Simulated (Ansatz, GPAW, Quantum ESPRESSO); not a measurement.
# MnO2: programs and potentials compared

```
Mn O
1.0
     2.85496    0.00000    0.00000
    -1.42748    2.47246    0.00000
     0.00000    0.00000   10.22174
Mn O
2 4
Cartesian
  0.0000 0.0000 5.1109
  0.0000 0.0000 0.0000
  1.4275 0.8242 4.1588
  1.4275 0.8242 0.9521
  0.0000 1.6483 6.0630
  0.0000 1.6483 9.2697
```

Measurements of this composition are mostly on another form, of space group No. 136.

Alike in all runs: task single point; functional PBEsol; k mesh 11 × 11 × 3; occupations fermi-dirac, width 0.05 eV; collinear spin, ferromagnetic start; no spin-orbit coupling. Pressure is positive in compression and, in plane waves, holds the error of the finite cutoff, which Ansatz's Pulay term estimates and takes out.

```json
{"program and potentials": "Ansatz, Ansatz PAW", "plane-wave cutoff (eV)": "420", "notes": "potentials made for PBE, which Ansatz adapts in part; Pulay term of +0.74 GPa included", "pressure (GPa)": "-2.29", "net moment per atom (μB)": "1.00", "largest force (eV/Å)": "0.190"}
{"program and potentials": "Ansatz, all-electron LAPW, scalar-relativistic", "plane-wave cutoff (eV)": "-", "notes": "-", "pressure (GPa)": "-2.27", "net moment per atom (μB)": "1.00", "largest force (eV/Å)": "0.187"}
{"program and potentials": "Quantum ESPRESSO, GBRV 1.5 PBEsol", "plane-wave cutoff (eV)": "612", "notes": "-", "pressure (GPa)": "-1.74", "net moment per atom (μB)": "1.00", "largest force (eV/Å)": "0.148"}
{"program and potentials": "GPAW, PAW data sets generated for this functional", "plane-wave cutoff (eV)": "800", "notes": "-", "pressure (GPa)": "0.43", "net moment per atom (μB)": "1.00", "largest force (eV/Å)": "-"}
```

Force on atom 4 (O), eV/Å:

| program and potentials | x | y | z |
| --- | --- | --- | --- |
| Ansatz, Ansatz PAW | 0.000 | 0.000 | -0.190 |
| Ansatz, all-electron LAPW, scalar-relativistic | 0.000 | 0.000 | -0.187 |
| Quantum ESPRESSO, GBRV 1.5 PBEsol | 0.000 | 0.000 | -0.148 |
| GPAW, PAW data sets generated for this functional | 0.000 | 0.000 | 0.039 |

The pressure spans -2.29 (Ansatz, Ansatz PAW) to 0.43 GPa (GPAW, PAW data sets generated for this functional), with all-electron results at -2.27. All agree on the net moment per atom. The state is the one that the start led to, which needn't be the lowest.

Differences between rows come from potentials, basis sets and numerical settings, since the functional is the same but for its coding. Runs on potential files found faulty are left out.
